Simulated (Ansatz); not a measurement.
## Te2Mo under changes of volume

One of the cells (133.495 Å³/atom); the others are scaled copies at fixed shape and fractional positions:

```xyz
6
Lattice="6.3616 0.0000 0.0000 0.0000 3.4804 0.0000 -0.0857 0.0000 36.1759" Properties=species:S:1:pos:R:3 pbc="T T T"
Te    2.6844    2.6103   19.5604
Te    3.5915    0.8701   16.6155
Te    5.8104    0.8701   20.1329
Te    0.4655    2.6103   16.0430
Mo    1.1110    0.8701   17.9963
Mo    5.1649    2.6103   18.1796
```

```yaml
Program: Ansatz 0.2.0
Functional: BLYP
Potentials_or_basis: Ansatz PAW
Cutoff: "420 eV (not typed: the program's choice for these potentials)"
k_mesh: 4 × 8 × 1
Occupations: fermi-dirac, width 0.05 eV
Spin: no spin polarisation
```

```csv
volume (Å³/atom),energy over the lowest point (meV/atom),largest force (eV/Å)
125.485,120.87,1.967
128.155,82.62,1.557
130.825,52.63,1.178
133.495,?,?
136.165,14.23,0.506
138.835,4.40,0.208
141.505,0.00,0.068
```

Q: What does the run at 133.495 Å³/atom give?

A: Energy over the lowest point 30.08 meV/atom; largest force 0.828 eV/Å.

Worked out: A Birch-Murnaghan fit of order 3 (a polynomial in V^(-2/3)) to the other rows has its minimum at 142.54 Å³/atom, just outside them, with B0 = V·E''(V) = 15.1 GPa and B' = 4.5 at fixed shape and positions, which overstates the stiffness. It gives 30.09 meV/atom at 133.495 Å³/atom, against the run's 30.08.

Energies are extrapolated to zero smearing.

Caveats: the PAW data sets come from PBE, with cores solved anew for the run's functional, which leaves a small shift of forces and pressure.
